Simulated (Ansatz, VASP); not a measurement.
This is a calculation of PbO (Litharge) for Ansatz 0.2.0.

File input.yaml:

```yaml
crystal:
  lattice:
    - [4.0682551615, 0.0, 0.0]
    - [0.0, 4.0682551615, 0.0]
    - [0.0, 0.0, 5.1082602403]
  atoms:
    - { symbol: Pb, position: [0.5, 0.0, 0.76] }
    - { symbol: Pb, position: [0.0, 0.5, 0.24] }
    - { symbol: O, position: [0.5, 0.5, 0.0] }
    - { symbol: O, position: [0.0, 0.0, 0.0] }
hamiltonian:
  xc: pbesol
  pseudopotentials: { kind: paw }
kpoints:
  mp_grid: { grid: [7, 7, 6] }
scf:
  occupations: { method: fermi_dirac, width: 0.05 }
output:
  forces: true
  stress: true
  eigenvalues: true
```

Potentials or basis: Ansatz PAW.

Launch:

```bash
$ ansatz run input.yaml --threads 1 --pin off --max-ram 3584MiB --backend cpu --events-out ev --progress --plain --runs-dir out
```

Q: Set up the same calculation for VASP 6.6.1. Potentials there: VASP PAW PBE potentials, release 64 (Pb_d, O).

A: As run (the cutoff follows the program's own potentials):

INCAR

```
PREC = Accurate
ENCUT = 520
EDIFF = 1E-7
ISMEAR = -1
SIGMA = 0.05
LREAL = False
LASPH = True
NELM = 80
ALGO = Normal
ISIF = 2
LWAVE = False
LCHARG = False
GGA = PS
NBANDS = 28
```

The input KPOINTS:

```
regular mesh
0
Gamma
  7 7 6
```

Contents of POSCAR:

```
PbO
1.0
    4.0682551615      0.0000000000      0.0000000000
    0.0000000000      4.0682551615      0.0000000000
    0.0000000000      0.0000000000      5.1082602403
Pb O
2 2
Direct
    0.5000000000      0.0000000000      0.7600000000
    0.0000000000      0.5000000000      0.2400000000
    0.5000000000      0.5000000000      0.0000000000
    0.0000000000      0.0000000000      0.0000000000
```

Potentials or basis: VASP PAW PBE potentials, release 64 (Pb_d, O).

Launch:

```sh
$ cat potpaw_PBE.64/Pb_d/POTCAR potpaw_PBE.64/O/POTCAR > POTCAR
$ mpirun -np 1 vasp_std > vasp.out
```

Both were run:

|  | VASP | Ansatz | Ansatz less VASP |
| --- | --- | --- | --- |
| gap on the k mesh at the Fermi level (eV) | 1.44 | 1.44 | -0.006 |
| least direct gap on the mesh (eV) | 2.16 | 2.16 | 0.000 |
| pressure (GPa) | -4.9 | -5.0 | -0.04 |
| largest component of the traceless stress (GPa) | 0.17 | 0.19 | +0.015 |
| rms of the force components (eV/Å) | 0.398 | 0.411 | +0.0136 |

Atom by atom the forces differ by 0.014 eV/Å (rms over components).

Caveats: spin-orbit coupling is left out, which as a rule narrows the gap of such compounds by several tenths of an eV; the PAW data sets were made with another functional, which shifts forces and pressure a little (VASP); an odd mesh through Γ misses points on the zone boundary, where band edges often lie (VASP); odd divisions of the mesh miss points on the zone boundary, where band edges often lie, so the gap on the mesh can be too wide (Ansatz); the pressure holds a Pulay correction of +0.3 GPa for the finite cutoff (Ansatz); the PAW data sets come from PBE, with cores solved anew for the run's functional, which leaves a small shift of forces and pressure (Ansatz); forces of over 1 eV/Å show positions far from the minimum, so gaps and moduli don't describe the material at rest (Ansatz).
